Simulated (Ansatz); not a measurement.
# Does disorder add resistance in series? W(100) layers with 50 % Os

Two lengths of the disordered region are known. What area resistance does the third give?

**Method.** Ansatz 0.2.0, plane waves with PAW datasets at their recommended cutoffs (420 eV for most), Fermi-Dirac smearing; ballistic transmission by layer matching. The area resistance is RA = A (h/2e²)(1/T − 1/N), with T the zone-mean transmission per spin and N the lead's channels, both averaged over a few energies near the Fermi level; for magnets each spin is taken apart, with h/e², and the two conduct in parallel. Lateral cell 2x2, PBE, a fresh random draw for each length.

Results; the value marked ? is to be predicted:

| length (Å) | channels N | RA (fΩ m²) |
| --- | --- | --- |
| 6.33 | 5.323 | 0.774 |
| 12.7 | 5.344 | 1.29 |
| 19.0 | 5.240 | ? |

**Fit on the rows shown.**

Ohm's law makes RA linear in the length: the slope is (1.29 − 0.774)/(12.7 − 6.33) = 0.0814 fΩ m² per Å, or 81 µΩ cm. Then 1.29 + 0.0814 × 6.33. Predicted: 1.80 fΩ m².

Check against the run:

1.96 fΩ m², so the prediction is 8.1 % too low. The three lengths together give 94 µΩ cm. The two increments are 0.52 and 0.67 fΩ m², roughly as Ohm's law has it, though with one draw for each length that is a weak test.

Caveats: The scatterers repeat sideways with the small cell. The slope is a raw one; a model of isotropic scattering puts it 1.01 times the bulk value over these lengths. Atoms sit unrelaxed on the host's lattice, and the pair may not mix at random in practice. Spin-orbit coupling is left out, which matters for Os and W.
